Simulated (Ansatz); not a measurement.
# CdSe, one structure, two calculations

Cell: a structure deposited in the COD, ions relaxed with PBE at fixed cell.

```
Cd Se
1.0
     4.29900    0.00000    0.00000
    -2.14950    3.72304    0.00000
     0.00000    0.00000    7.01000
Cd Se
2 2
Direct
  0.33333 0.66667 0.00048
  0.66667 0.33333 0.50048
  0.33333 0.66667 0.37631
  0.66667 0.33333 0.87631
```

Atoms are numbered from 1 in the order listed; like atoms form one site, named after its first atom.

First run. All values are calculated (Ansatz; DFT, PBE, plane waves and PAW, scalar-relativistic, 420 eV cutoff, Γ-centred 12×12×6 k-points, Fermi–Dirac smearing 0.02 eV), not measured.

| site | atom | V_zz (10²¹ V/m²) | η |
| --- | --- | --- | --- |
| Cd | 1 | 0.17 | 0.00 |
| Se | 3 | 0.15 | 0.00 |

Second run. The same atoms and settings, except that the functional is LDA.

(1) What does the second run give?

Answers

(1) 

```csv
site,atom,V_zz,η,change of V_zz
Cd,1,0.14,0.00,-0.03
Se,3,0.11,0.00,-0.04
```

The largest change of V_zz is on Se, from 0.15 to 0.11.

Without spin–orbit coupling (the program notes it for Cd) the gradients can shift somewhat, as the gap is small.
For the second run: With a gap of 0.4 eV on this mesh, the gradients can still move by some per cent as the k-mesh gets denser.
